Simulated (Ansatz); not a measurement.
**Kick test of a cell of Li**

The cell was found from a structure generator's guess, not taken from experiment.

Method: DFT PBE, scalar-relativistic, plane waves, PAW (Ansatz). Plane waves to 420 eV, a k mesh through Γ of 12×12×8 on the computed 8-atom cell and Gaussian smearing (0.10 eV); no spin polarisation.

The cell below (8 atoms, space group P6_3/mcm (No. 193)) is relaxed within its symmetry.

```
Li
1.0
     5.74933    0.00000    0.00000
    -2.87466    4.97906    0.00000
     0.00000    0.00000    5.67021
Li
8
Cartesian
  2.8900 0.0000 4.2527
  -1.4450 2.5028 4.2527
  1.4297 2.4763 4.2527
  2.8593 0.0000 1.4176
  -1.4297 2.4763 1.4176
  1.4450 2.5028 1.4176
  0.0000 0.0000 2.8351
  0.0000 0.0000 0.0000
```

For the test it was strained at random (σ = 1.5 % a component), the atoms were moved at random (σ = 0.05 Å), and all was relaxed again on a coarse 4×6×6 mesh (in the run’s order of axes) with 0.20 eV smearing, with no symmetry imposed.

Q: Is the structure stable against such a distortion?

A: It doesn't return. The energy falls by 34 meV/atom on that mesh, the volume changes by -0.1 %, and the end has space group I4/mmm (No. 139) at a loose tolerance. Relaxed again on a 22×22×24 mesh with 0.10 eV smearing, the new structure lies 28 meV/atom below the first (mesh in the axes of the run's cell; the cell below is made exact in the group named). Space group I4/mmm (No. 139), tetragonal, a = 3.259 Å, c = 3.809 Å. Li has 8 Li at 2.99 Å, 4 Li at 3.26 Å and 2 Li at 3.81 Å.

```
Li
1.0
    -1.62936    1.62936    1.90447
     1.62936   -1.62936    1.90447
     1.62936    1.62936   -1.90447
Li
1
Direct
  0.00000 0.00000 0.00000
```
